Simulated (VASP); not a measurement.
# Results of a VASP single-point calculation on ZnSe (rocksalt)

POSCAR

```
Zn Se
 1.0000000000000000
     0.0000000000000000    2.6587577899911223    2.6587577899911223
     2.6587577899911223    0.0000000000000000    2.6587577899911223
     2.6587577899911223    2.6587577899911223   -0.0000000000000000
 Zn  Se
   1   1
Cartesian
 -0.0000000000000000 -0.0000000000000000  0.0000000000000000
  2.6587577899911223  2.6587577899911223  2.6587577899911223
```

The gap between bands v and c is -0.67 eV (bands overlap: a metal) and the least direct gap is 1.93 eV.

Band v is the last that the valence electrons fill when counted band by band, and c is the next. Levels in eV from the top of v:

```csv
point,v−1,v,c,c+1
Γ,-0.53,-0.53,1.51,9.09
X,-2.60,-2.60,-0.67,5.35
W,-4.08,-3.83,3.40,6.50
K,-4.52,-1.83,1.51,7.16
L,-0.17,-0.17,3.88,5.42
```

Problem. Which of these levels of theory gave these results?
A. PBE
B. PBEsol
C. PBE0
D. PBE with spin–orbit coupling
E. HSE06
F. LDA
G. r²SCAN

Solution. G.

The INCAR was:

```
ALGO = Normal
NBANDS = 16
LWAVE = .FALSE.
NELM = 120
PREC = Accurate
LASPH = .TRUE.
ISIF = 2
SIGMA = 0.02
LCHARG = .FALSE.
LREAL = .FALSE.
ENCUT = 520
IBRION = -1
METAGGA = R2SCAN
NSW = 0
ISMEAR = -1
EDIFF = 1E-7
```
